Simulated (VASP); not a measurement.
# Ni (Fm-3m) in VASP: further runs, part 2 of 2

VASP 6.6.1. Earlier steps stand in the parts before.

**3. Single point, PBE, collinear spin, ferromagnetic start**

INCAR

```
SYSTEM = Ni
PREC = Accurate
ENCUT = 250
EDIFF = 1E-7
ISMEAR = 0
SIGMA = 0.1
LREAL = .FALSE.
LASPH = .TRUE.
NELM = 150
ALGO = Normal
ISIF = 2
LWAVE = .FALSE.
LCHARG = .FALSE.
ISPIN = 2
MAGMOM = 0.8
LORBIT = 11
LMAXMIX = 4
GGA = PE
```

KPOINTS

```
Automatic mesh
0
G
  14 14 14
  0 0 0
```

POSCAR

```
Ni
1.0
    0.0000000000      1.7619350000      1.7619350000
    1.7619350000      0.0000000000      1.7619350000
    1.7619350000      1.7619350000      0.0000000000
Ni
1
Direct
    0.0000000000      0.0000000000      0.0000000000
```

Potentials or basis: VASP PAW PBE potentials, release 64 (Ni).

The run is started by

```sh
cat potpaw_PBE.64/Ni/POTCAR > POTCAR
mpirun -np 1 vasp_std > vasp.out
```

It used 4.3 s of CPU time on 1 thread of Intel(R) Xeon(R) Platinum 8559C (Emerald Rapids) (shared host), which was overloaded at the time.

The run converged, but a check on its numbers failed (symmetry, net force, bounds or a known fault of this set-up), so they aren't taken as properties of the crystal.

Caveat: the cutoff lies under the usual one of these potentials, so the numbers hold a large basis-set error.

**4. Single point, PBE, collinear spin, ferromagnetic start**

INCAR, as its differences from that of step 3:

```diff
@@ -2,3 +2,3 @@
 PREC = Accurate
-ENCUT = 250
+ENCUT = 300
 EDIFF = 1E-7
```

KPOINTS is that of step 3.

POSCAR is that of step 3.

The run is started by

```sh
cat potpaw_PBE.64/Ni/POTCAR > POTCAR
mpirun -np 1 vasp_std > vasp.out
```

Run time: 7.8 s. Hardware: 1 thread of Intel Xeon Platinum 8559C (Emerald Rapids), shared host; peak memory 0.11 GiB.

The run converged. Its results:

| Item | Value |
| --- | --- |
| Free energy | -5.4818 eV |
| Band gap on the k mesh | none (metal or under the smearing width) |
| Net moment | 0.59 μB per cell |
| Site moments | Ni +0.61 μB |
| Valence electrons inside the program's atomic spheres | Ni 9.29 |

Levels at points of the mesh, in eV from the Fermi level:
Spin up:
| k point | band 2 | band 3 | band 4 | band 5 | band 6 | band 7 | band 8 | band 9 |
| --- | --- | --- | --- | --- | --- | --- | --- | --- |
| (0.00, 0.00, 0.00) | -2.40 | -2.40 | -2.40 | -1.24 | -1.24 | 23.68 | 27.50 | 27.50 |
| (0.50, 0.00, 0.00) | -2.38 | -2.38 | -0.58 | -0.58 | -0.29 | 5.63 | 22.17 | 24.58 |
| (0.50, 0.50, 0.00) | -4.15 | -0.53 | -0.46 | -0.46 | 2.44 | 9.18 | 14.77 | 14.77 |
Spin down:
| k point | band 2 | band 3 | band 4 | band 5 | band 6 | band 7 | band 8 | band 9 |
| --- | --- | --- | --- | --- | --- | --- | --- | --- |
| (0.00, 0.00, 0.00) | -1.68 | -1.68 | -1.68 | -0.68 | -0.68 | 23.51 | 27.47 | 27.47 |
| (0.50, 0.00, 0.00) | -1.80 | -1.80 | -0.36 | 0.14 | 0.14 | 6.03 | 22.02 | 24.65 |
| (0.50, 0.50, 0.00) | -3.56 | 0.05 | 0.37 | 0.37 | 2.39 | 9.41 | 14.77 | 14.77 |

Caveat: the cutoff is under 1.25 times the usual one of these potentials, so pressure, stress and relaxed cells hold a basis-set (Pulay) error.

**5. Single point, PBE, collinear spin, ferromagnetic start**

INCAR, as its differences from that of step 4:

```diff
@@ -2,3 +2,3 @@
 PREC = Accurate
-ENCUT = 300
+ENCUT = 350
 EDIFF = 1E-7
```

KPOINTS is that of step 4.

POSCAR is that of step 4.

Potentials or basis: VASP PAW PBE potentials, release 64 (Ni).

The run is started by

```sh
cat potpaw_PBE.64/Ni/POTCAR > POTCAR
mpirun -np 1 vasp_std > vasp.out
```

OUTCAR:

```text
SYSTEM = Ni
   PREC = Accurate
   ENCUT = 350
   EDIFF = 1E-7
   ISMEAR = 0
   LREAL = .FALSE.
   LASPH = .TRUE.
   NELM = 150
   ISIF = 2
   ISPIN = 2
   LORBIT = 11
   GGA = PE

 ion  position               nearest neighbor table
   1  0.000  0.000  0.000-

  LATTYP: Found a face centered cubic cell.
 ALAT       =     3.5238700000

  Lattice vectors:

 A1 = (   0.0000000000,   1.7619350000,   1.7619350000)
 A2 = (   1.7619350000,   0.0000000000,   1.7619350000)
 A3 = (   1.7619350000,   1.7619350000,   0.0000000000)

[... 783 lines left out ...]
  -------------------------------------------------------------------------------------
  Total       -0.1053236     -0.1053236     -0.1053236      0.0000000     -0.0000000      0.0000000
  in kB      -15.4254058    -15.4254058    -15.4254058      0.0000000     -0.0000000      0.0000000
  external PRESSURE =     -15.4254058 kB  Pullay stress =       0.0000000 kB

 VOLUME and BASIS-vectors are now :
 -----------------------------------------------------------------------------
  energy-cutoff  :      350.00
  volume of cell :       10.94
      direct lattice vectors                 reciprocal lattice vectors
     0.000000000  1.761935000  1.761935000    -0.283778914  0.283778914  0.283778914
     1.761935000  0.000000000  1.761935000     0.283778914 -0.283778914  0.283778914
     1.761935000  1.761935000  0.000000000     0.283778914  0.283778914 -0.283778914

 POSITION                                       TOTAL-FORCE (eV/Angst)
 -----------------------------------------------------------------------------------
      0.00000      0.00000      0.00000        -0.000000      0.000000      0.000000
 -----------------------------------------------------------------------------------
    total drift:                                0.000000      0.000000     -0.000000

  FREE ENERGIE OF THE ION-ELECTRON SYSTEM (eV)
  ---------------------------------------------------
  free  energy   TOTEN  =        -5.4775211479 eV

  energy  without entropy=       -5.4673388510  energy(sigma->0) =       -5.47243000

 total charge

# of ion       s       p       d       tot
------------------------------------------
    1        0.495   0.493   8.303   9.292

 magnetization (x)

# of ion       s       p       d       tot
------------------------------------------
    1       -0.008  -0.026   0.642   0.608
```

stdout:

```text
POSCAR found type information on POSCAR Ni
 POSCAR found :  1 types and       1 ions
 scaLAPACK will be used
 LDA part: xc-table for (Slater+PW92), standard interpolation
 POSCAR, INCAR and KPOINTS ok, starting setup
 FFT: planning ... GRIDC
 FFT: planning ... GRID_SOFT
 FFT: planning ... GRID
 WAVECAR not read
 entering main loop
```

Wall time 9.2 s (1 thread of Intel Xeon Platinum 8559C (Emerald Rapids), shared host); peak memory 0.12 GiB.

Results:

- Free energy: -5.4775 eV
- Pressure: -1.5 GPa
- Band gap on the k mesh: none (metal or under the smearing width)
- Net moment: 0.60 μB per cell
- Site moments: Ni +0.61 μB
- Valence electrons inside the program's atomic spheres: Ni 9.29

**6. Single point, PBE, collinear spin, ferromagnetic start**

INCAR, as its differences from that of step 5:

```diff
@@ -2,3 +2,3 @@
 PREC = Accurate
-ENCUT = 350
+ENCUT = 400
 EDIFF = 1E-7
```

KPOINTS is that of step 5.

POSCAR is that of step 5.

Potentials or basis: VASP PAW PBE potentials, release 64 (Ni).

The run is started by

```sh
cat potpaw_PBE.64/Ni/POTCAR > POTCAR
mpirun -np 1 vasp_std > vasp.out
```

It took 9.5 s on 1 thread of Intel Xeon Platinum 8559C (Emerald Rapids), shared host; peak memory 0.12 GiB.

It converged, with:

```
Free energy                                           : -5.4726 eV
Pressure                                              : -1.7 GPa
Band gap on the k mesh                                : none (metal or under the smearing width)
Net moment                                            : 0.59 μB per cell
Site moments                                          : Ni +0.61 μB
Valence electrons inside the program's atomic spheres : Ni 9.30
```

Levels at points of the mesh, in eV from the Fermi level:
Spin up:
```
           k point  band 1  band 2  band 3  band 4  band 5  band 6  band 7  band 8  band 9
(0.00, 0.00, 0.00)   -8.97   -2.40   -2.40   -2.40   -1.23   -1.23   23.68   27.50   27.50
(0.50, 0.00, 0.00)   -4.79   -2.38   -2.38   -0.58   -0.58   -0.28    5.63   22.17   24.58
(0.50, 0.50, 0.00)   -4.60   -4.15   -0.53   -0.46   -0.46    2.45    9.18   14.78   14.78
```
Spin down:
```csv
k point,band 2,band 3,band 4,band 5,band 6,band 7,band 8,band 9
"(0.00, 0.00, 0.00)",-1.68,-1.68,-1.68,-0.68,-0.68,23.51,27.47,27.47
"(0.50, 0.00, 0.00)",-1.79,-1.79,-0.35,0.14,0.14,6.04,22.02,24.66
"(0.50, 0.50, 0.00)",-3.56,0.05,0.37,0.37,2.40,9.40,14.78,14.78
```

**7. Summary**

| cutoff (eV) | gap on the mesh (eV) | pressure (GPa) | moment (μB) |
| --- | --- | --- | --- |
| 300 | none | - | 0.59 |
| 350 | none | -1.5 | 0.60 |
| 400 | none | -1.7 | 0.59 |

Alike in all rows: task single point; level PBE; potentials or basis VASP PAW PBE potentials, release 64 (Ni); spin collinear, ferromagnetic start; cell as given; k mesh 14 × 14 × 14; smearing gaussian 0.1 eV.

Every run on the cell as given and a fine mesh finds a metal.

Caveats: the cutoff is under 1.25 times the usual one of these potentials, so pressure, stress and relaxed cells hold a basis-set (Pulay) error (some runs).

Total energies depend on the potentials used, so only differences within one code and one set of settings carry meaning.
